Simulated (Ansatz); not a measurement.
FeO:

```
Fe O
1.0
     1.51768    0.87623    2.51579
    -1.51768    0.87623    2.51579
     0.00000   -1.75247    2.51579
Fe O
1 1
Direct
  0.00000 0.00000 0.00000
  0.50000 0.50000 0.50000
```

Program: Ansatz 0.2.0. Alike in all runs: potentials or basis Ansatz PAW; spin collinear, ferromagnetic start; cell as given; k mesh 11 × 11 × 11; cutoff (eV) 420; smearing fermi-dirac 0.05 eV.

Task: Order these runs on this cell by their band gap on the k mesh, lowest first.
A. level LDA+U; U Fe d U = 5 eV; hubbard projectors ortho-atomic (the default); double counting fll (the default)
B. level LDA+U; U Fe d U = 8 eV; hubbard projectors ortho-atomic (the default); double counting fll (the default)
C. level LDA+U; U Fe d U = 3 eV; hubbard projectors ortho-atomic (the default); double counting fll (the default)
D. level LDA+U; U Fe d U = 4 eV; hubbard projectors ortho-atomic (the default); double counting fll (the default)
E. level PBE

Result: E (metal), C (0.50 eV), D (0.96 eV), A (1.12 eV), B (1.40 eV).

Caveats: a cell with one magnetic atom can't hold antiferromagnetic order, which such compounds often take; the magnetic or orbital state may not be the lowest (some runs); odd divisions of the mesh miss points on the zone boundary, where band edges often lie, so the gap on the mesh can be too wide (some runs); the density of states is complete only up to the lowest level of the last band computed (some runs); semilocal functionals often make such compounds metallic where correlation or magnetic order opens a gap, which also shifts bond lengths (some runs).

A k mesh can miss the band edges.
